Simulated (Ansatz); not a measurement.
## CoSi: computed properties

The calculation used DFT PBE, scalar-relativistic, plane waves, PAW (Ansatz 0.2.0).

Settings: cutoff 420 eV, Γ-centred mesh 8×8×8 on the computed 8-atom cell, Gaussian smearing of 0.10 eV; no spin polarisation.

The structure is relaxed at this level of theory with its symmetry kept.

```
Co Si
1.0
     4.43085    0.00000    0.00000
     0.00000    4.43085    0.00000
     0.00000    0.00000    4.43085
Co Si
4 4
Direct
  0.14502 0.14502 0.14502
  0.35498 0.85498 0.64502
  0.64502 0.35498 0.85498
  0.85498 0.64502 0.35498
  0.84316 0.84316 0.84316
  0.65684 0.15684 0.34316
  0.34316 0.65684 0.15684
  0.15684 0.34316 0.65684
```

```json
{
 "Space group": "P2_13 (No. 198)",
 "Volume per atom": "10.87 Å³",
 "Formation energy from the elements' standard states (uncorrected)": "-0.606 eV/atom",
 "Kohn–Sham band gap": "none (metal)",
 "Density of states at the Fermi level": "0.37 states/eV per cell (so small that it hangs on the mesh: a semimetal, or crossings between mesh points)",
 "Löwdin character within 0.5 eV of the Fermi level": "Co 3d 84 %, Si 3p 11 %",
 "Bader charges (e)": "Co (4 in the cell) -0.41, Si (4 in the cell) 0.41"
}
```

A ferromagnetic start lost its moments in a first run, so spin was left out; other magnetic orders weren't tried.

Cost: 1 run of about 4.6 core-minutes, on Arm Neoverse V1 (shared hosts).